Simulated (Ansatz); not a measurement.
SrCl2 in the fluorite structure, relaxed with r2SCAN in the plane-wave code Ansatz. The symmetry is Fm-3m (No. 225, cubic); a = 6.995 Å in the conventional setting, 28.53 Å³ an atom. Sr has 8 Cl at 3.03 Å; Cl has 4 Sr at 3.03 Å.

The axes x, y and z are those of this cell:
```xyz
3
Lattice="0.0000 3.4977 3.4977 3.4977 0.0000 3.4977 3.4977 3.4977 0.0000" Properties=species:S:1:pos:R:3 pbc="T T T"
Sr    0.0000    0.0000    0.0000
Cl    1.7489    1.7489    1.7489
Cl    5.2466    5.2466    5.2466
```

Unstrained: PBE gives an indirect gap of 5.312 eV, from X to Γ; the least direct gap is 5.512 eV at X. r2SCAN gives an indirect gap of 5.937 eV, from X to Γ; the least direct gap is 5.994 eV at X. The HSE06 gap is indirect, 6.591 eV (X to Γ), below the direct gap of 6.829 eV at X. Meshes: PBE 6×6×6, r2SCAN 6×6×6, HSE06 4×4×4. Strains are changes of length per length, and xy shears are angles. After each strain the atoms were relaxed again with r2SCAN within the symmetry that the strain leaves, so tilts or polar shifts that break it weren't tested; points keep the names that they have in the unstrained zone. The values are computed, spin-unpolarised, and not measurements.

Question: Apply epitaxial +1.5 % in the xy plane, free normal strain -0.75 %. How far does the gap move, against the unstrained cell?

Answer: PBE: the gap goes from 5.312 to 5.122 eV (-0.190 eV); the X points, equivalent before, split by 132 meV, and the valence top lies at those like (1/2, 1/2, 0). r2SCAN: the gap goes from 5.937 to 5.743 eV (-0.194 eV); the X points, equivalent before, split by 138 meV, and the valence top lies at those like (1/2, 1/2, 0). HSE06: the gap goes from 6.591 to 6.395 eV (-0.196 eV); the X points, equivalent before, split by 136 meV, and the valence top lies at those like (1/2, 1/2, 0). The r2SCAN energy rises by 3.3 meV an atom.

Question: Apply isotropic +1.5 % on every length. How far does the gap move, against the unstrained cell?

Answer: PBE: the gap goes from 5.312 to 5.140 eV (-0.172 eV). r2SCAN: the gap goes from 5.937 to 5.770 eV (-0.167 eV). HSE06: the gap goes from 6.591 to 6.414 eV (-0.177 eV). The r2SCAN energy rises by 6.5 meV an atom.

Question: Estimate what epitaxial -1.5 % in the xy plane, free normal strain +0.75 % does to the gap.

Answer: PBE: the gap goes from 5.312 to 5.331 eV (+0.019 eV). r2SCAN: the gap goes from 5.937 to 5.925 eV (-0.012 eV); it turns from indirect (X → Γ) to direct (X). HSE06: the gap goes from 6.591 to 6.612 eV (+0.021 eV). The r2SCAN energy rises by 3.4 meV an atom.

Question: Estimate what xy shear, engineering strain (angle) -3.0 % does to the gap.

Answer: PBE: the gap goes from 5.312 to 5.311 eV (-0.001 eV). r2SCAN: the gap goes from 5.937 to 5.937 eV (0.000 eV). HSE06: the gap goes from 6.591 to 6.590 eV (-0.001 eV). The r2SCAN energy rises by 0.8 meV an atom.

Question: Apply uniaxial -0.5 % along x, other directions held. How far does the gap move, against the unstrained cell?

Answer: PBE: the gap goes from 5.312 to 5.310 eV (-0.002 eV); the X points, equivalent before, split by 30 meV, and the valence top lies at those like (0, 1/2, 1/2). r2SCAN: the gap goes from 5.937 to 5.934 eV (-0.003 eV); the X points, equivalent before, split by 32 meV, and the valence top lies at those like (0, 1/2, 1/2). HSE06: the gap goes from 6.591 to 6.589 eV (-0.002 eV); the X points, equivalent before, split by 31 meV, and the valence top lies at those like (0, 1/2, 1/2). The r2SCAN energy rises by 0.2 meV an atom.

The meshes of the hybrids are coarse, so their gaps aren't converged to the digits shown.
